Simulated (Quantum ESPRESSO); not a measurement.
FeO:

```
Fe O
1.0
    -1.60210    1.60210    2.08339
     1.60210   -1.60210    2.08339
     1.60210    1.60210   -2.08339
Fe O
1 1
Direct
  0.00000 0.00000 0.00000
  0.50000 0.50000 0.00000
```

The cell comes from a database or a generator and needn't be the stable form of this composition.

Alike in all runs: program Quantum ESPRESSO 7.5; functional PBEsol; potentials or basis GBRV 1.5 PBEsol; cutoff 762 eV; density cutoff 6095 eV; k mesh 8 × 8 × 8; occupations fermi-dirac, width 0.05 eV; hubbard terms Fe d U = 4 eV.

Starts and where they ended:

```csv
start,free energy over the lowest (meV/atom),net moment (μB),site or absolute moments (μB),gap
"collinear spin, ferromagnetic start of up to 3 μB",0.0,4.01,Fe +3.53; O +0.22,none (metal or under the smearing width)
no spin polarisation,775.8,-,-,1.58 eV
"non-collinear spin, random start of up to 2.68 μB",0.0,4.01,absolute 4.04,none (metal or under the smearing width)
"collinear spin, random start of up to 2.68 μB",0.0,-4.01,Fe -3.53; O -0.22,none (metal or under the smearing width)
```

Allowing spin polarisation gains 776 meV/atom. A still lower state may exist.

Caveats: the cell is far from rest, so the order of the states can change on relaxing; a cell with one magnetic atom can't hold antiferromagnetic order, which such compounds often take (some runs); non-collinear GGA energies in this program can be off by tens of meV an atom and hang on the start (some runs).
